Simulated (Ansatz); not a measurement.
Wanted: the native input for an Ansatz 0.2.0 run.

- Task: single point
- Functional: PBE
- Potentials or basis: Ansatz PAW
- Cutoff: 420 eV (not typed: the program's choice for these potentials)
- k mesh: 7 × 7 × 7
- Occupations: gaussian, width 0.017 eV
- Spin: no spin polarisation

The system is SnTe.

```xyz
2
Lattice="0.0000 3.1509 3.1509 3.1509 0.0000 3.1509 3.1509 3.1509 0.0000" Properties=species:S:1:pos:R:3 pbc="T T T"
Te    3.1509    3.1509    3.1509
Sn    0.0000    0.0000    0.0000
```

The input as run:

input.yaml

```yaml
crystal:
  lattice:
    - [0.0, 3.15085, 3.15085]
    - [3.15085, 0.0, 3.15085]
    - [3.15085, 3.15085, 0.0]
  atoms:
    - { symbol: Te, position: [0.5, 0.5, 0.5] }
    - { symbol: Sn, position: [0.0, 0.0, 0.0] }
hamiltonian:
  xc: pbe
  pseudopotentials: { kind: paw }
kpoints:
  mp_grid: { grid: [7, 7, 7] }
scf:
  occupations: { method: gaussian, width: 0.017 }
output:
  forces: true
  stress: true
  eigenvalues: true
  write_density: true
  write_potential: true
  elf: true
  volumetric_format: npy
```

Potentials or basis: Ansatz PAW.

Launch:

```bash
$ ansatz run input.yaml --threads 2 --pin off --max-ram 5632MiB --backend cpu --events-out ev --progress --plain --runs-dir out
```

Results of the run:

- Pressure: 2.2 GPa

Caveat: this odd mesh misses L, where the gap lies, so gap, dielectric constants and Born charges aren't listed.

Run time: 1.5 s on 2 threads of Intel(R) Xeon(R) Platinum 8488C (Sapphire Rapids), on a shared host, peak memory 0.4 GiB.
